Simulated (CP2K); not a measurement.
P: equation of state with PBEsol

P, a slab with vacuum:

```
P
1.0
     3.28373    0.00000    0.00000
     0.00000   34.85703    0.00000
     0.00000    0.00000    4.63208
P
4
Cartesian
  1.6419 33.8204 4.2052
  1.6419 1.0366 0.4268
  0.0000 1.0366 1.8892
  0.0000 33.8204 2.7429
```

```json
{
 "Program": "CP2K 2026.2",
 "Task": "equation of state",
 "Functional": "PBEsol",
 "Potentials or basis": "POTENTIAL_UZH P GTH-PBE-q5; TZVP-MOLOPT-PBE-GTH basis",
 "Density cutoff": "6123 eV",
 "k mesh": "8 × 1 × 6",
 "Occupations": "fermi-dirac, width 0.05 eV",
 "Spin": "no spin polarisation",
 "SCF solver": "diagonalisation with k points",
 "Quickstep method": "GPW",
 "EPS_DEFAULT": "1.0E-10",
 "EPS_SCF": "1.0E-6",
 "MAX_SCF": "100",
 "SCF_GUESS": "ATOMIC",
 "k points reduced by the point group": "yes",
 "Mesh centred on Gamma": "yes",
 "CHOLESKY": "OFF",
 "EPS_EIGVAL": "1.0E-7",
 "MIXING METHOD": "BROYDEN_MIXING",
 "MIXING ALPHA": "0.4",
 "NBUFFER": "8",
 "NGRIDS": "5",
 "Basis sets": "P TZVP-MOLOPT-PBE-GTH-q5",
 "Potentials": "P GTH-PBE-q5 of POTENTIAL_UZH",
 "ADDED_MOS": "[14]",
 "REL_CUTOFF (Ry)": "60 Ry",
 "MIXING BETA (1/bohr)": "1.5 1/bohr",
 "CUTOFF of the grids": "450 Ry"
}
```

* Equilibrium volume: 134.68 Å³/atom
* Bulk modulus at fixed shape and positions: 10.7 GPa
* Pressure derivative of the bulk modulus: 4.4

Energy against volume, from the lowest point:
```
volume (Å³/atom)  energy (meV/atom)
         124.595              28.99
         127.246              15.14
         129.897               6.00
         132.548               1.09
         135.199               0.00
         137.850               2.33
         140.501               7.75
```

All runs of the series together: 2.9 min on 4 threads of AMD EPYC 7R43 64-Core Processor (Zen 3), with other jobs on the host.

Caveat: the cell was scaled at fixed shape and fractional positions, which overstates the stiffness of a crystal with free parameters, most of all of layers and chains; the potentials were made for another functional, which shifts forces and pressure; the basis of atomic orbitals isn't converged, which shifts pressures, moduli and gaps.
